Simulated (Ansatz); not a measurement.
A plane-wave DFT run in Ansatz 0.2.0 (scalar-relativistic PAW potentials unless the input names others): input and command.

```yaml
crystal:
  lattice:
    - [14.8, 0.0, 0.0]
    - [0.0, 17.0, 0.0]
    - [0.0, 0.0, 3.8360522247]
  atoms:
    - { symbol: Ir, position: [0.3115686725, 0.5, 0.0] }
    - { symbol: Ir, position: [0.5629002766, 0.2833349645, 0.0] }
    - { symbol: Ir, position: [0.5614067806, 0.5, 0.0] }
    - { symbol: Ir, position: [0.5629002766, 0.7166650355, 0.0] }
    - { symbol: Ir, position: [0.3109549167, 0.3950009221, 0.5] }
    - { symbol: Ir, position: [0.3109549167, 0.6049990779, 0.5] }
    - { symbol: Ir, position: [0.57177593, 0.3818386707, 0.5] }
    - { symbol: Ir, position: [0.57177593, 0.6181613293, 0.5] }
    - { symbol: Ir, position: [0.4370997234, 0.2833349645, 0.5] }
    - { symbol: Ir, position: [0.4385932194, 0.5, 0.5] }
    - { symbol: Ir, position: [0.4370997234, 0.7166650355, 0.5] }
    - { symbol: Ir, position: [0.6884313275, 0.5, 0.5] }
    - { symbol: Ir, position: [0.42822407, 0.3818386707, 0.0] }
    - { symbol: Ir, position: [0.42822407, 0.6181613293, 0.0] }
    - { symbol: Ir, position: [0.6890450833, 0.3950009221, 0.0] }
    - { symbol: Ir, position: [0.6890450833, 0.6049990779, 0.0] }
basis:
  ecutwfc: "450 eV"
kpoints:
  mp_grid: { grid: [1, 1, 14] }
hamiltonian:
  xc: pbe
scf:
  occupations: { method: methfessel_paxton, width: 0.05 }
output:
  forces: true
  eigenvalues: true
  stress: true
```

```bash
ansatz run input.yaml --threads 4 --pin off --max-ram 11264MiB --backend cpu --events-out ev --progress --plain --runs-dir out
```

Abridged log:
```
Pseudopotentials: kind: paw
Pseudopotential: Ir, paw, valence charge 17, recommended cutoff 420 eV (normal)
Functional definition: PBE
Crystal: 16 atoms, lattice volume = 965.151 Å³
Basis set: ecut = 450 eV, 21013 PW (Γ), exchange–correlation on 216×240×54 points (8 copies of the dense FFT grid, shifted against one another)
Bands: 164, of which v1, the nominal top of the filled ones, is band 136 counted from 1 (135 counted from 0)
Symmetry: 8 space group operations
Space group: Pmma (ITA 51), of the structure as read, at distance tolerance 9.9e-5 Å
k-points: 8 of 14
Initial density: superposition of atomic densities (neutral atoms: chi_scale 0, normalization atom), corrected by the library's trained network
Initial wavefunctions: pseudopotential atomic-orbital guess
Functional: x = pbe(κ = 0.804, μ = 0.21951497), c = pbe(β = 0.06672455)
SCF iter   1: F=—  HF=-190943.573013 eV  |F-HF|=—  |Δ(HF+E_count)|=         —  Δρ=7.78e-3  dr2=8.25e-1  ethr=1.77e-3  ⟨swp⟩=8.1  Hψ=5697  notcnv=0  defer=15
SCF iter   2: F=—  HF=-190943.675889 eV  |F-HF|=—  |Δ(HF+E_count)|=   1.03e-1  S|Δr|=    0.00e0  Δρ=8.68e-3  dr2=2.17e0  ethr=3.03e-4  ⟨swp⟩=2.8  Hψ=2217  notcnv=0  defer=138  recentre
SCF iter   3: F=—  HF=-190943.545102 eV  |F-HF|=—  |Δ(HF+E_count)|=   1.31e-1  S|Δr|=    0.00e0  Δρ=2.80e-3  dr2=1.35e-1  ethr=3.03e-4  ⟨swp⟩=2.2  Hψ=1839  notcnv=0  defer=138
SCF iter   4: F=—  HF=-190943.547547 eV  |F-HF|=—  |Δ(HF+E_count)|=   2.45e-3  S|Δr|=    0.00e0  Δρ=7.46e-4  dr2=1.27e-2  ethr=4.95e-5  ⟨swp⟩=2.1  Hψ=1890  notcnv=0  defer=139
SCF iter   5: F=—  HF=-190943.546803 eV  |F-HF|=—  |Δ(HF+E_count)|=   7.44e-4  S|Δr|=    0.00e0  Δρ=3.45e-4  dr2=3.23e-3  ethr=4.68e-6  ⟨swp⟩=2.0  Hψ=1739  notcnv=0  defer=139
SCF iter   6: F=—  HF=-190943.546679 eV  |F-HF|=—  |Δ(HF+E_count)|=   1.24e-4  S|Δr|=    0.00e0  Δρ=1.45e-4  dr2=3.28e-4  ethr=1.19e-6  ⟨swp⟩=2.0  Hψ=1719  notcnv=0  defer=139
SCF iter   7: F=—  HF=-190943.546694 eV  |F-HF|=—  |Δ(HF+E_count)|=   1.48e-5  S|Δr|=    0.00e0  Δρ=7.41e-5  dr2=1.88e-4  ethr=1.20e-7  ⟨swp⟩=2.6  Hψ=1831  notcnv=0  defer=139
SCF iter   8: F=—  HF=-190943.546684 eV  |F-HF|=—  |Δ(HF+E_count)|=   9.72e-6  S|Δr|=    0.00e0  Δρ=3.75e-5  dr2=5.77e-5  ethr=6.91e-8  ⟨swp⟩=1.4  Hψ=1202  notcnv=0  defer=139
SCF iter   9: F=—  HF=-190943.547679 eV  |F-HF|=—  |Δ(HF+E_count)|=   9.95e-4  S|Δr|=    0.00e0  Δρ=1.27e-5  dr2=7.07e-6  ethr=2.12e-8  ⟨swp⟩=1.9  Hψ=1432  notcnv=0  defer=139
SCF iter  10: F=—  HF=-190943.547680 eV  |F-HF|=—  |Δ(HF+E_count)|=   7.81e-7  S|Δr|=    0.00e0  Δρ=2.80e-6  dr2=1.08e-7  ethr=2.60e-9  ⟨swp⟩=2.0  Hψ=1645  notcnv=0  defer=139
SCF iter  11: F=-190943.547680 eV  HF=-190943.547680 eV  |F-HF|=2.22e-8  |Δ(HF+E_count)|=   1.16e-7  S|Δr|=    0.00e0  Δρ=1.47e-6  dr2=5.39e-8  ethr=3.68e-11  ⟨swp⟩=17.1  Hψ=6148  notcnv=0
SCF 1 converged in 11 iterations: F = -190943.547680 eV  dr2 = 5.39e-8
SCF converged after 11 iterations
Stability not checked: this state was not tested for a lower state beside it, because cold or Methfessel-Paxton smearing, or corrected tetrahedra, fill the levels in a way that the test cannot read (fill_not_monotonic; see scf.lower_state_search)
Free energy (F): -190943.547680 eV
Harris-Foulkes:  -190943.547680 eV  (|F-HF|=2.22e-8)
Internal energy: -190943.548988 eV  (E = F + TS)
E sigma→0 (E₀):  -190943.548007 eV
Entropy (-TS):   0.001308 eV (0.082 meV/atom)
Fermi energy:    2.200226 eV
Step filling:    the computed levels leave a gap of 0.0240 eV = 0.5 smearing widths at the electron count; against every level under it full and every level over it empty, smearing changes F+E_penalty+E_count by +1.622 meV and its σ→0 estimate by +1.295 meV
--- Forces (eV/Å), atoms counted from 1 ---
  atom   1  Ir     0.00644290     0.00000000     0.00000000
  atom   2  Ir     0.00351333     0.00380839     0.00000000
  atom   3  Ir    -0.00084796     0.00000000     0.00000000
  atom   4  Ir     0.00351333    -0.00380839     0.00000000
  atom   5  Ir     0.00840356    -0.00684373     0.00000000
  atom   6  Ir     0.00840356     0.00684373     0.00000000
  atom   7  Ir    -0.00194539     0.01812737     0.00000000
  atom   8  Ir    -0.00194539    -0.01812737     0.00000000
  atom   9  Ir    -0.00351333     0.00380839     0.00000000
  atom  10  Ir     0.00084796     0.00000000     0.00000000
  atom  11  Ir    -0.00351333    -0.00380839     0.00000000
  atom  12  Ir    -0.00644290     0.00000000     0.00000000
  atom  13  Ir     0.00194539     0.01812737     0.00000000
  atom  14  Ir     0.00194539    -0.01812737     0.00000000
  atom  15  Ir    -0.00840356    -0.00684373     0.00000000
  atom  16  Ir    -0.00840356     0.00684373     0.00000000
--- Stress (GPa, compression-positive) ---
       -0.021657       0.000000       0.000000
        0.000000      -0.024906       0.000000
        0.000000       0.000000       0.015580
  P = ⅓ Tr σ = -0.0103 GPa (-0.103 kbar)
```

Apart from outputs, empty bands and the relaxation, which only the reference makes, the input differs from a reference run on usual settings in scf.occupations.method: "gaussian" → "methfessel_paxton"; basis.ecutwfc: 420 → "450 eV". The reference, at the same geometry, ended its own course with pressure 0.00 GPa (averaged over a cell that holds vacuum), largest force 0.004 eV/Å, no gap on the mesh. This run converged in 11 SCF iterations with an energy at zero smearing 1.05 meV/atom below the reference's, pressure -0.01 GPa (averaged over a cell that holds vacuum), largest force 0.018 eV/Å, no gap on the mesh.

Time: 39 s on 4 threads of Arm Neoverse V2, on a shared host, peak memory 3.6 GiB.